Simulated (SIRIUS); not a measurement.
Nb:

```
CELL_PARAMETERS angstrom
-1.66395 1.66395 1.66395
1.66395 -1.66395 1.66395
1.66395 1.66395 -1.66395
ATOMIC_POSITIONS crystal
Nb 0.00000 0.00000 0.00000
```

```yaml
Program: SIRIUS 7.12.0
Task: single point
Functional: PBEsol
Potentials_or_basis: all-electron FP-LAPW
Cutoff: 163 eV
Basis: apw+lo standard
k_mesh: 11 × 11 × 11
Occupations: fermi-dirac, width 0.05 eV
Spin: no spin polarisation
```

On this cell: band gap on the k mesh none (metal or under the smearing width).

The same run follows on a disturbed copy (cell strained at random):

```
Nb
1.0
    -1.65481    1.66189    1.66310
     1.61189   -1.66978    1.62806
     1.70285    1.71781   -1.67098
Nb
1
Direct
  0.99711 0.99235 0.00528
```

**Question.** What changes?

**Answer.** The energy (extrapolated to zero smearing) moves by +3.1 meV/atom; band gap on the k mesh none (metal or under the smearing width).
